For the cell and stiffness of silicon, the choice of functional acts like an added pressure, which differs by several gigapascals between the extremes. That is enough to change the cell edge by up to 2.6 % and the bulk modulus by about a fifth. PBEsol and SOGGA are the sensible choices when the cell itself matters. PW91 can serve for changes measured from its own relaxed cell, though it is about a tenth too soft, while BLYP and rPW86PBE make the crystal too wide and softer still.

Plane-wave Kohn–Sham DFT with ABINIT 10.8.3 for diamond-structure silicon (given cell: 2 atoms, 20.16 Å³/atom), without spin polarisation, spin–orbit coupling or dispersion correction; 8 × 8 × 8 k mesh, Fermi–Dirac smearing of 0.05 eV. Equilibrium volume, bulk modulus and its slope with pressure are fitted to energies at seven volumes, 18.95 to 21.37 Å³/atom.

| functional | potentials | wave cutoff | equilibrium volume (Å³/atom) | equilibrium volume change (% of the given cell) | bulk modulus (GPa) | bulk modulus slope |
| --- | --- | --- | --- | --- | --- | --- |
| LDA | PseudoDojo-NC-SR-LDA-v0.4.1-standard | 435.382 eV | 19.621 | -2.700 | 96.30 | 4.320 |
| PBEsol | JTH-PAW-PBE-v2.0 | 272.114 eV | 20.061 | -0.520 | 93.80 | 4.250 |
| revPBE | PseudoDojo-NC-SR-PBE-v0.4.1-standard | 489.805 eV | 20.548 | 1.900 | 86.60 | 4.260 |
| BLYP | JTH-PAW-PBE-v2.0 | 408.171 eV | 21.205 | 5.160 | 78.00 | 4.480 |
| r2SCAN | SPMS-NC-PBE-v1.0 | 462.594 eV | 20.361 | 0.970 | 92.10 | 4.200 |
| BP86 | PseudoDojo-NC-SR-PBE-v0.4.1-standard | 489.805 eV | 20.686 | 2.580 | 85.50 | 4.260 |
| HCTH407 | PseudoDojo-NC-SR-PBE-v0.4.1-standard | 489.805 eV | 20.114 | -0.250 | 89.70 | 4.270 |
| LDA-Teter | JTH-PAW-LDA-v2.0 | 408.171 eV | 19.717 | -2.220 | 96.50 | 4.320 |
| LDA-VWN | JTH-PAW-LDA-v2.0 | 408.171 eV | 19.687 | -2.370 | 96.90 | 4.320 |
| PW91 | JTH-PAW-PBE-v2.0 | 408.171 eV | 20.413 | 1.230 | 89.10 | 4.360 |
| SOGGA | JTH-PAW-PBE-v2.0 | 408.171 eV | 19.896 | -1.330 | 96.60 | 4.300 |
| rPW86PBE | JTH-PAW-PBE-v2.0 | 408.171 eV | 20.916 | 3.730 | 83.50 | 4.210 |

The three LDA versions give the smallest cells. SOGGA and PBEsol come next, ordinary gradient-corrected functionals such as PW91, revPBE and BP86 lie higher, and rPW86PBE and BLYP are at the wide end. Much of this order is expected from how strongly each functional rewards an uneven electron density. What counts is the reduced gradient, which compares the steepness of the density with the density itself: a given slope weighs more where electrons are sparse.

When the crystal is stretched, the valence charge thins out, and the reduced gradient is expected to rise, both between the atoms and where the valence charge meets the steep edge of each core. LDA does not respond to gradients at all. A gradient correction lowers the exchange energy where they are large, so the stretched crystal is expected to gain more than the compressed one, which pushes the atoms apart. Between the atoms this gain should be partly offset, because the exchange energy itself shrinks as the density thins, so much of the push is expected to come from the edge of the cores. The gradient term of correlation usually works the other way. SOGGA and PBEsol are expected to push less than PW91 because their exchange gains less at moderate reduced gradients, whereas rPW86 exchange gains more as the gradients grow. This is an argument from theory, but it gives a useful guide: the more steeply a functional rewards gradients, the wider the cell it is likely to give. HCTH407, a flexible form fitted to molecules, need not follow it. Only SOGGA, PW91, rPW86PBE and BLYP, which share a PAW potential and cutoff, test the guide cleanly. The revPBE, BP86 and HCTH407 rows use a norm-conserving PBE potential, in which much of the exchange and correlation between core and valence stays that of PBE, so their cells are expected to be drawn towards a PBE cell.

Exchange is only part of the story. BLYP and BP86 share the same exchange, yet the BLYP volume is larger by 0.52 Å³ per atom. Their potentials differ as well. The LDA rows on different potentials lie only 0.07 to 0.10 Å³ apart, but those potentials were made for LDA, whereas BP86 runs on a norm-conserving PBE potential and BLYP on a PAW one. Correlation is a likely cause, but the table cannot say how much of the difference is due to it.

The size of the push can be read from the pressures of the same runs. At the given cell, BLYP pushes outward by 3.2 GPa more than PW91, and SOGGA by 2.4 GPa less. These three rows share potential and cutoff, so the error of pressures taken at a fixed basis should largely cancel in the differences. With a modulus near 90 GPa, each extra gigapascal widens the volume by about 1 % and the edge by about 0.4 %.

The same picture explains why wider cells are mostly softer. Let $V_0$, $B_0$ and $B'$ be the PW91 equilibrium volume, bulk modulus and bulk modulus slope. The Murnaghan equation gives the pressure and modulus of PW91 silicon at another volume $V$:

$$P=\frac{B_0}{B'}\left[\left(\frac{V_0}{V}\right)^{B'}-1\right],\qquad B=B_0\left(\frac{V_0}{V}\right)^{B'}.$$

At the minimum of another functional, its extra pressure $p$ must cancel this one, so $p=-P$. If every percent of expansion gains the same energy, $p$ falls as $1/V$. A push that weakens on expansion helps to pull the crystal back, which adds $p$ to the modulus.

For BLYP, $V_0/V=20.413/21.205=0.963$, and raising this to the power 4.36 gives 0.847. Stretched PW91 silicon would therefore have a modulus of $89.1\times0.847=75.5$ GPa. The extra pressure is $(89.1/4.36)\times(1-0.847)=3.1$ GPa, and the sum is 78.6 GPa, against the computed 78.0 GPa. The BLYP volume was put in, so this estimate tests the stiffness and not the cell.

The printed output applies this model, without adjustable constants, to every row. For SOGGA, rPW86PBE and BLYP, which share potential and cutoff with PW91, the typical miss is 0.9 GPa; a constant extra pressure would miss by 3 GPa. Their extra pressures do fall roughly as assumed, with powers of $1/V$ between 1.0 and 1.5. The model makes the LDA rows and HCTH407 too stiff by roughly 4 to 6 GPa. The reason is visible for HCTH407: relative to PW91 it pulls inward, and this pull drops from 1.7 GPa at the smallest computed volume to 1.1 GPa at the largest, much faster than $1/V$. The slopes of the energies show nearly the same drop, so it is not just an error of the pressures, though the different potentials of the two rows may have a share in it. The LDA rows behave alike, less sharply: the pull of LDA-VWN drops from 3.8 to 3.0 GPa. The equilibrium volume records how strong the push or pull is at one point, but the modulus also depends on how quickly it changes.

HCTH407 therefore carries a practical warning: a good volume does not guarantee a good stiffness. Its cell is close to that of PBEsol, yet its modulus is 4 GPa lower. The r2SCAN row should not be used to judge that functional. Like the potentials of all the gradient-corrected rows, its potential was made for PBE, which brings an error whose size the table does not show. Here the potential also contains a model core, while r2SCAN needs the kinetic energy density of the electrons, to which the core contributes.

How much accuracy is needed depends on the purpose. Measured silicon has a volume of roughly 20 Å³ per atom and a modulus of roughly 100 GPa, both recalled values. BLYP is clearly off on both counts, while LDA and SOGGA come closest in stiffness. LDA is known to make such crystals slightly too small and PW91 slightly too large, which favours a functional made to lie between them, such as PBEsol or SOGGA. The table cannot settle whether PBEsol or SOGGA is better: their edges differ by only about 0.3 %, their cutoffs differ, and the zero-point motion missing here would widen the edge by a similar order of magnitude.

For strained silicon channels in transistors, consistency matters more than the last tenth of a percent. If PW91 is run in the SOGGA cell, the energy rises by only about 4 meV per atom, but the crystal is under a false pressure of 2.4 GPa. That is comparable with the stress deliberately built into such channels, which is of the order of 1 GPa. The PW91 gap on the mesh also changes by about 0.05 eV for each percent of uniform change in the edge. Zero strain should therefore be the relaxed cell of the same functional, with the same potential and cutoff, and the intended strain should be applied from there.

A better cell need not be a dearer one. LDA and gradient-corrected functionals cost nearly the same per step, because the gradients are cheap to evaluate; r2SCAN needs somewhat more work for the kinetic energy density. The cutoff matters more, and the value needed is set mainly by the potential rather than by the functional: going from 408 to 490 eV adds about a third more plane waves. The PBEsol run at 272 eV needs only a little over half as many as one at 408 eV. Its pressure vanishes close to the fitted volume, which is reassuring, but its energies scatter about the fitted curve more than those of any other row. A higher cutoff should be tried before small differences are trusted.

The analysis program printed:

```
Stiffness from the PW91 equation of state:
        row  edge against PW91 (%)  modulus with 1/V extra pressure (GPa)  its miss (GPa)  miss with constant extra pressure (GPa)
        LDA                  -1.31                                    102            5.73                                    9.578
     PBEsol                -0.5781                                  94.51            0.71                                     2.32
     revPBE                   0.22                                  87.15          0.5547                                 -0.02425
       BLYP                  1.277                                   78.6          0.5997                                   -2.525
     r2SCAN               -0.08499                                  89.87          -2.232                                   -2.004
       BP86                 0.4438                                  85.24         -0.2643                                   -1.414
    HCTH407                -0.4907                                  93.66           3.963                                    5.321
  LDA-Teter                  -1.15                                  100.3           3.812                                    7.149
    LDA-VWN                   -1.2                                  100.8           3.944                                    7.439
       PW91                      0                                   89.1               0                                        0
      SOGGA                -0.8515                                  97.23          0.6259                                    3.044
   rPW86PBE                 0.8147                                  82.19          -1.314                                   -3.372
Largest volume above smallest, %: 8.073
Longest cell edge above shortest, %: 2.622
Smallest modulus below largest, %: 19.5
BLYP less SOGGA volume, same potential and cutoff, A^3/atom: 1.309
rPW86PBE less PW91 volume, same potential and cutoff, A^3/atom: 0.503
PW91 less LDA-VWN volume, A^3/atom: 0.726
BLYP less BP86 volume, potentials differ, A^3/atom: 0.519
LDA-VWN less LDA volume, potentials differ, A^3/atom: 0.066
Extra pressure of BLYP over PW91 at the given cell, GPa: 3.202
Extra pressure of rPW86PBE over PW91 at the given cell, GPa: 2.183
Extra pressure of SOGGA over PW91 at the given cell, GPa: -2.383
Power of 1/V by which the BLYP extra pressure falls: 1.026
Power of 1/V by which the rPW86PBE extra pressure falls: 1.504
Power of 1/V by which the SOGGA extra pressure falls: 1.19
Rms miss of modulus, 1/V extra pressure, three matched rows, GPa: 0.9089
Rms miss of modulus, constant extra pressure, three matched rows, GPa: 3.001
Rms miss of modulus, 1/V extra pressure, the eight other rows, GPa: 3.25
PW91 pressure at the SOGGA volume, GPa: 2.418
PW91 energy cost of the SOGGA volume, harmonic estimate, meV/atom: 3.641
PW91 gap change per 1 % longer edge, eV: 0.04679
Plane waves at 490 eV over those at 408 eV: 1.315
Plane waves at 408 eV over those at 272 eV: 1.837
```
